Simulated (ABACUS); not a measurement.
# SrO: single point with LDA

SrO:

```
Sr O
1.0
     3.55329    0.00000    0.00000
    -1.77664    3.07724    0.00000
     0.00000    0.00000    6.21730
Sr O
2 2
Direct
  0.66667 0.33333 0.75000
  0.33333 0.66667 0.25000
  0.00000 0.00000 0.50000
  0.00000 0.00000 0.00000
```

Measurements of this composition are mostly on another form, of space group No. 225.

```
Program                                       : ABACUS 3.10.1
Task                                          : single point
Functional                                    : LDA
Potentials or basis                           : PseudoDojo NC SR 0.4.1 LDA stringent
Cutoff                                        : 1252 eV
Density cutoff                                : 5007 eV
Basis                                         : plane waves
k mesh                                        : 7 × 7 × 4
Occupations                                   : fermi-dirac, width 0.05 eV
Spin                                          : no spin polarisation
Radial cutoff of the potentials (pseudo_rcut) : 7 bohr
SCF threshold on the density                  : 1e-08
Max SCF steps                                 : 100
Eigensolver                                   : dav
Mixing                                        : broyden
Mixing share                                  : 0.7
Symmetry key                                  : 1
Bands                                         : 26
```

- Pressure: -5.7 GPa
- Band gap on the k mesh: 2.87 eV, direct

Stress tensor (GPa, compression positive):
```
-5.40  0.00  0.00
 0.00 -5.40  0.00
 0.00  0.00 -6.35
```

Levels at points of the mesh, in eV from the valence-band top:
```tsv
k point	band 12	band 13	band 14	band 15	band 16	band 17	band 18	band 19	band 20	band 21
(0.00, 0.00, 0.00)	-1.02	-1.02	-0.78	-0.78	0.00	2.87	4.87	5.05	6.14	6.14
(0.00, 0.00, 0.50)	-1.67	-0.93	-0.93	-0.93	-0.93	4.49	4.49	5.87	5.87	7.13
```

Run time: 20 s on 4 MPI ranks on Intel(R) Xeon(R) Platinum 8488C (Sapphire Rapids), on a shared host, peak memory 0.6 GiB a rank.

Caveat: an odd mesh through Γ misses points on the zone boundary, where band edges often lie. LDA gaps usually lie below the measured ones, often by a third to a half.
